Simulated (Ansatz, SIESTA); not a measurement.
Given: the input of a run of Ansatz 0.2.0 on InGaAs2. The cell comes from a database or a generator and needn't be the stable form of this composition.

Contents of input.yaml:

```yaml
crystal:
  lattice:
    - [4.2250012014, 0.0, 0.0]
    - [0.0, 4.2250012014, 0.0]
    - [0.0, 0.0, 5.962148]
  atoms:
    - { symbol: In, position: [0.0, 0.0, 0.5] }
    - { symbol: As, position: [0.0, 0.5, 0.231525] }
    - { symbol: As, position: [0.5, 0.0, 0.768475] }
    - { symbol: Ga, position: [0.5, 0.5, 0.0] }
hamiltonian:
  xc: pbesol
  pseudopotentials: { kind: paw }
kpoints:
  mp_grid: { grid: [6, 6, 5] }
scf:
  occupations: { method: fermi_dirac, width: 0.05 }
output:
  forces: true
  stress: true
  eigenvalues: true
```

Potentials or basis: Ansatz PAW.

The run is started by

```sh
$ ansatz run input.yaml --threads 1 --pin off --max-ram 3584MiB --backend cpu --events-out ev --progress --plain --runs-dir out
```

Q: What does the same run look like in SIESTA 5.4.2? Potentials or basis there: files PseudoDojo sr-pbesol-0.4.1-standard, DZP (energy shift 0.003 Ry; two zetas on semicore shells).

A: As run (cutoffs and basis follow the program's own potentials, and thresholds, step limits or extra output files can differ):

File InGaAs2.fdf:

```
SystemName                      InGaAs2
SystemLabel                     InGaAs2
NumberOfSpecies                 3
NumberOfAtoms                   4
%block ChemicalSpeciesLabel
  1  49 In
  2  33 As
  3  31 Ga
%endblock ChemicalSpeciesLabel

LatticeConstant                 1.0 Ang
%block LatticeVectors
     4.2250012014     0.0000000000     0.0000000000
     0.0000000000     4.2250012014     0.0000000000
     0.0000000000     0.0000000000     5.9621480000
%endblock LatticeVectors
AtomicCoordinatesFormat         Fractional
%block AtomicCoordinatesAndAtomicSpecies
     0.0000000000     0.0000000000     0.5000000000  1  In
     0.0000000000     0.5000000000     0.2315250000  2  As
     0.5000000000     0.0000000000     0.7684750000  2  As
     0.5000000000     0.5000000000     0.0000000000  3  Ga
%endblock AtomicCoordinatesAndAtomicSpecies

%block kgrid.MonkhorstPack
    6   0   0  0.0
    0   6   0  0.0
    0   0   5  0.0
%endblock kgrid.MonkhorstPack
XC.Functional                   GGA
XC.Authors                      PBEsol
PAO.BasisSize                   DZP
PAO.EnergyShift                 0.003 Ry
Mesh.Cutoff                     800 Ry
OccupationFunction              FD
ElectronicTemperature           0.05 eV
MaxSCFIterations                120
SCF.MustConverge                false
SCF.Mixer.Method                Pulay
SCF.Mixer.Weight                0.25
SCF.Mixer.History               8
SCF.DM.Tolerance                5.0e-05
SCF.H.Tolerance                 1.0e-03 eV
WriteForces                     true
Charge.Mulliken                 end
%block PAO.Basis
  In 4
  n=5 0 2
    6.955 0.000
  n=5 1 2
    9.500 0.000
  n=4 2 2
    4.114 0.000
  n=5 2 1
    9.500
  As 4
  n=4 0 2
    5.501 0.000
  n=4 1 2
    7.312 0.000
  n=3 2 2
    2.890 0.000
  n=4 2 1
    7.312
  Ga 4
  n=4 0 2
    6.562 0.000
  n=4 1 2
    9.354 0.000
  n=3 2 2
    3.582 0.000
  n=4 2 1
    9.354
%endblock PAO.Basis
```

Potentials or basis: PseudoDojo 0.4 standard (PBEsol files), converted to PSML, two zetas on semicore shells, DZP (energy shift 0.003 Ry; two zetas on semicore shells).

Command:

```sh
$ siesta InGaAs2.fdf > InGaAs2.out 2>&1
```

Both were run:

|  | Ansatz | SIESTA |
| --- | --- | --- |
| Pressure | -2.6 GPa | -2.5 GPa |

Ansatz's pressure holds a Pulay term of +0.03 GPa for its cutoff of 420 eV, which the other run lacks.

Ansatz's potentials were made for PBE.

Where Ansatz's input types no cutoff or centring, it takes its own default and a Γ-centred mesh.

Pressure is positive in compression.
